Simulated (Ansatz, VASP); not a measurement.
## One calculation of InP, two programs

Contents of INCAR:

```
ALGO     = Normal         # electronic algorithm
EDIFF    = 1E-8           # SCF threshold, eV
ENCUT    = 520            # plane-wave cutoff, eV
GGA      = PS             # functional
ISIF     = 2              # what is computed and relaxed
ISMEAR   = -1             # smearing method
LASPH    = True           # aspherical terms in the spheres
LCHARG   = False          # write CHGCAR
LEFG     = True         
LREAL    = False          # projectors in reciprocal space
LWAVE    = False          # write WAVECAR
NBANDS   = 16             # bands
NELM     = 60             # most SCF steps
PREC     = Accurate       # precision mode
SIGMA    = 0.03           # smearing width, eV
```

The input KPOINTS:

```
k-points
0
Gamma
  11 11 11
```

The input POSCAR:

```
InP
1.0
    0.0000000000      2.8832691652      2.8832691652
    2.8832691652      0.0000000000      2.8832691652
    2.8832691652      2.8832691652      0.0000000000
In P
1 1
Direct
    0.0000000000      0.0000000000      0.0000000000
    0.5000000000      0.5000000000      0.5000000000
```

Input for Ansatz:

```yaml
crystal:
  lattice:
    - [0.0, 2.8832691652, 2.8832691652]
    - [2.8832691652, 0.0, 2.8832691652]
    - [2.8832691652, 2.8832691652, 0.0]
  atoms:
    - { symbol: In, position: [0.0, 0.0, 0.0] }
    - { symbol: P, position: [0.5, 0.5, 0.5] }
kpoints:
  mp_grid: { grid: [11, 11, 11] }
scf:
  occupations: { method: fermi_dirac, width: 0.03 }
hamiltonian:
  xc: pbesol
  pseudopotentials: { kind: paw }
output:
  forces: true
  stress: true
  eigenvalues: true
  efg: { contact_densities: true }
```

Change from the starting cell: volume scaled by 1.03, PAW files.

Alike in both runs: task electric field gradients; functional PBEsol; k mesh 11 × 11 × 11; occupations fermi-dirac, width 0.03 eV; no spin polarisation.

```csv
,VASP,Ansatz
version,VASP 6.6.1,Ansatz 0.2.0
potentials or method,"VASP PAW PBE potentials, release 64 (In_d, P)","PAW with Ansatz's default frozen-core files, scalar-relativistic"
plane-wave cutoff (eV),520,420
valence electrons in the cell,18,18
```

```tsv
	VASP	Ansatz	Ansatz less VASP
pressure (GPa)	-9.3	-9.3	-0.02
Vzz of the field gradient on the site that differs most (V/Å²)	0.0	0.0	0.00
```

The functional is the same, so the differences come from potentials, cutoffs and numerics. Ansatz warned: «gradients_without_spin_orbit».

Caveats: the PAW data sets were made with another functional, which shifts forces and pressure a little (VASP).
